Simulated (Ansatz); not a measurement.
Here is the system:

```xyz
5
Lattice="4.1979 0.0000 0.0000 0.0000 4.1979 0.0000 0.0000 0.0000 4.1979" Properties=species:S:1:pos:R:3 pbc="T T T"
Ba     0.0000     0.0000     0.0000
Sn     2.0989     2.0989     2.0989
O      0.0000     2.0989     2.0989
O      2.0989     2.0989     0.0000
O      2.0989     0.0000     2.0989
```

No spin polarisation.

All numbers come from PBE in Ansatz (plane waves to 420 eV, PAW, no spin-orbit coupling). Γ-centred 8×8×8 mesh, Fermi–Dirac width 0.05 eV.

Predict the smallest direct gap and band gap.


```json
{
  "smallest_direct_gap": "0.79 eV",
  "band_gap": "0.30 eV"
}
```

Load acts through the strain it causes; cell and atoms are relaxed under it. Stability against distortions was not tested. The cell was made from BaSnO3 in the cubic perovskite structure (space group Pm-3m, No. 221) by this change: pressure −2 GPa. A zero or small gap of BaSnO3 under pressure −2 GPa can be the functional's error rather than a property of the material.

Ansatz is an electronic-structure program.
